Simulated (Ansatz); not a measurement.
## Effect of biaxial strain +0.87 %, plane normal [001], relaxed out of plane on RuO2

The parent structure is RuO2 in the rutile structure (space group P4_2/mnm, No. 136; a = 4.480 Å, c = 3.107 Å). Axes: x, y, z lie along a, b, c of the conventional cell.

It is then changed as follows: biaxial strain +0.87 %, plane normal [001], relaxed out of plane (Cartesian); in-plane vectors clamped, the third vector and the atoms free.

The values are results of r2SCAN in Ansatz (plane waves to 500 eV, PAW, scalar-relativistic without spin-orbit coupling), not measurements. Settings: 11×11×15 k-points, 0.05 eV Fermi–Dirac smearing.

| quantity | base | changed | shift |
|---|---|---|---|
| volume per atom | 10.39 Å³ | 10.51 Å³ | +0.12 Å³ |
| space group | P4_2/mnm (No. 136) | P4_2/mnm (No. 136) | – |
| shortest interatomic distance | 1.934 Å | 1.946 Å | +0.0115 Å |
| pressure (mean of the normal stresses, compression positive) | 0.0 GPa | -2.5 GPa | -2.5 GPa |
| band gap | zero | zero | – |
| out-of-plane strain (rough) | – | -0.63 % | – |
| mean in-plane stress (compression positive) (rough) | – | -3.7 GPa | – |

Without a gap, meshes like the base's 11×11×15 leave anisotropic stresses uncertain by several tenths of a GPa, and small strain energies with them. Whether these cells are dynamically stable was not tested. Seeded moments were not kept for the base. No Hubbard U is applied, and correlation can decide whether such a compound is a metal. The final runs are not spin-polarised.

Ansatz is an electronic-structure program.
